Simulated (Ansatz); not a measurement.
O on a (101) slab of HfO$_{2}$ (P4_2/nmc (No. 137)), 10 planes, outer planes O (top) and O (bottom), 1 a cell of 45.4 Å², relaxed (it stands last):

```
CELL_PARAMETERS angstrom
7.17473 0.00000 0.00000
0.00000 6.32742 0.00000
0.00000 0.00000 22.74329
ATOMIC_POSITIONS crystal
O 0.25000 0.52675 0.35175
O 0.75000 0.52675 0.35175
O 0.00000 0.95541 0.36541
O 0.50000 0.95541 0.36541
Hf 0.25000 0.82144 0.39106
Hf 0.75000 0.82144 0.39106
Hf 0.00000 0.32144 0.39106
Hf 0.50000 0.32144 0.39106
O 0.25000 0.18747 0.41672
O 0.75000 0.18747 0.41672
O 0.00000 0.61613 0.43038
O 0.50000 0.61613 0.43038
O 0.25371 0.84584 0.48156
O 0.74629 0.84584 0.48156
O 0.00000 0.27655 0.48407
O 0.50000 0.27338 0.48821
Hf 0.24430 0.15111 0.51460
Hf 0.75570 0.15111 0.51460
Hf 0.00000 0.66598 0.51927
Hf 0.50000 0.65885 0.52313
O 0.23970 0.49498 0.54465
O 0.76030 0.49498 0.54465
O 0.00000 0.96930 0.55556
O 0.50000 0.96923 0.55816
O 0.50000 0.66760 0.61632
```

Level of theory: Ansatz, DFT PBE+D3(BJ), scalar-relativistic, plane waves, PAW. Cutoff 420 eV; k points 2×3×1 on the computed 25-atom cell (Γ-centred); Gaussian smearing, width 0.05 eV; collinear spin. The cell repeats along c with a dipole correction in the vacuum.

It binds with 1.25 eV an atom against the clean slab and the free atom (no zero-point or thermal terms); its shortest contact is O–Hf 2.12 Å. Take first-order desorption with no barrier to adsorption, no reaction on the face and an assumed prefactor of 10^13 s⁻¹.

(1) How long does an atom stay at 473 K?

(2) Where does its peak lie in a desorption experiment heated at 2 K/s?

(3) Is this physisorption or chemisorption?

Semilocal functionals without U can misjudge the magnetic state of such a slab.

Answers

(1) τ = ν⁻¹·exp(E/k_BT) with k_BT = 0.0408 eV: E/k_BT = 30.7, so τ ≈ 2×10^0 s. It leaves within a purge of seconds.

(2) The peak obeys E/(k_B·T_p²) = (ν/β)·exp(−E/k_BT_p). Solving gives T_p ≈ 455 K (E/k_BT_p = 31.9). An error of 0.1 eV in E moves it by about 36 K, and larger molecules have larger prefactors, which lowers it.

(3) The tightest contact, O–Hf 2.12 Å, is 0.88 times the sum of covalent radii. This is a chemical bond. Leaving as a molecule, with a second adsorbate or an atom of the face, can cost less than leaving alone, which these figures don't count.

The reference crystal is a form of HfO2, which isn't its usual structure.